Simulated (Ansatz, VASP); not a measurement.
# Two plane-wave programs on SrTiO3

```
Sr Ti O
1.0
     3.93642    0.00000    0.00000
     0.00000    3.93642    0.00000
     0.00000    0.00000    3.93642
Sr Ti O
1 1 3
Direct
  0.00000 0.00000 0.00000
  0.50000 0.50000 0.50000
  0.50000 0.00000 0.50000
  0.50000 0.50000 0.00000
  0.00000 0.50000 0.50000
```

Alike in both runs: functional PBE; k mesh 8 × 8 × 8; occupations gaussian, width 0.02 eV; no spin polarisation.

Ansatz relaxed the structure, and its values are those at the end. VASP's run is a single point on that final structure, the one shown.

|  | VASP | Ansatz |
| --- | --- | --- |
| version | VASP 6.6.1 | Ansatz 0.2.0 |
| potentials or method | VASP PAW PBE potentials, release 64 (Sr_sv, Ti_sv, O) | scalar-relativistic, plane waves, PAW |
| plane-wave cutoff (eV) | 520 | 420 |
| valence electrons in the cell | 40 | 40 |

VASP gave:

```
gap on the k mesh at the Fermi level (eV) : 1.81
least direct gap on the mesh (eV)         : 2.18
pressure (GPa)                            : 0.7
```

Task: What did Ansatz give for the same quantities?

Result: gap on the k mesh at the Fermi level (eV): 1.84; least direct gap on the mesh (eV): 2.20; pressure (GPa): 0.0.

The functional is the same, so the differences come from potentials, cutoffs and numerics.

A k mesh can miss the band edges. Expect the measured gap to be larger: semilocal functionals such as PBE lack the derivative discontinuity.
